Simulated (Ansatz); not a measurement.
Relaxed structure of H2 on the (100) surface of TiB₂, one molecule per 38.2 Å² (the molecule's atoms stand last):

```xyz
38
Lattice="6.0075 0.0000 0.0000 0.0000 6.3633 0.0000 0.0000 0.0000 25.1630" Properties=species:S:1:pos:R:3 pbc="T T T"
B     3.0037    1.5908    8.0000
B     3.0037    4.7725    8.0000
B     0.0000    1.5908    8.0000
B     0.0000    4.7725    8.0000
Ti    1.5019    0.0000    8.8671
Ti    1.5019    3.1817    8.8671
Ti    4.5056    0.0000    8.8671
Ti    4.5056    3.1817    8.8671
B     3.0037    1.5908    9.7342
B     3.0037    4.7725    9.7342
B     0.0000    1.5908    9.7342
B     0.0000    4.7725    9.7342
B     4.5056    1.5908   10.6013
B     4.5056    4.7725   10.6013
B     1.5019    1.5908   10.6013
B     1.5019    4.7725   10.6013
Ti    3.0037    0.0000   11.4834
Ti    3.0038    3.1817   11.4831
Ti   -0.0001    0.0000   11.4834
Ti   -0.0002    3.1817   11.4832
B     4.5056    1.5908   12.3536
B     4.5056    4.7725   12.3537
B     1.5018    1.5908   12.3532
B     1.5018    4.7726   12.3531
B     0.0000    1.5909   13.2197
B     0.0000    4.7725   13.2196
B     3.0036    1.5911   13.2194
B     3.0036    4.7723   13.2195
Ti    4.5052    0.0000   14.1683
Ti    4.5057    3.1818   14.1666
Ti    1.5020    0.0001   14.1660
Ti    1.5015    3.1816   14.1649
B     0.0006    1.5915   14.9009
B     0.0014    4.7721   14.9006
B     3.0026    1.5920   14.9004
B     3.0015    4.7714   14.8999
H     4.3727    5.9443   17.6205
H     4.4591    6.4663   18.1558
```

Computed with DFT PBE+D3(BJ), scalar-relativistic, plane waves, PAW in Ansatz. Plane waves to 420 eV, a k mesh through Γ of 3×3×1 on the computed 38-atom cell and Gaussian smearing (0.10 eV); no spin polarisation. A dipole correction removes the field between periodic images along c.

The slab and the molecular layer are also computed alone at these places.

**Question.** How does the adsorption energy per molecule split into interaction and deformation?

**Answer.** E_ads = -0.057 eV: interaction of the rigid parts -0.061 eV, deformation of the slab +0.005 eV, deformation of the molecule with its lateral interactions 0.000 eV.

**Question.** How much charge moves across the plane at z = 16.26 Å, midway between slab and molecule?

**Answer.** No net charge (under 0.01 e); half the integral of |Δρ| is 0.01 e.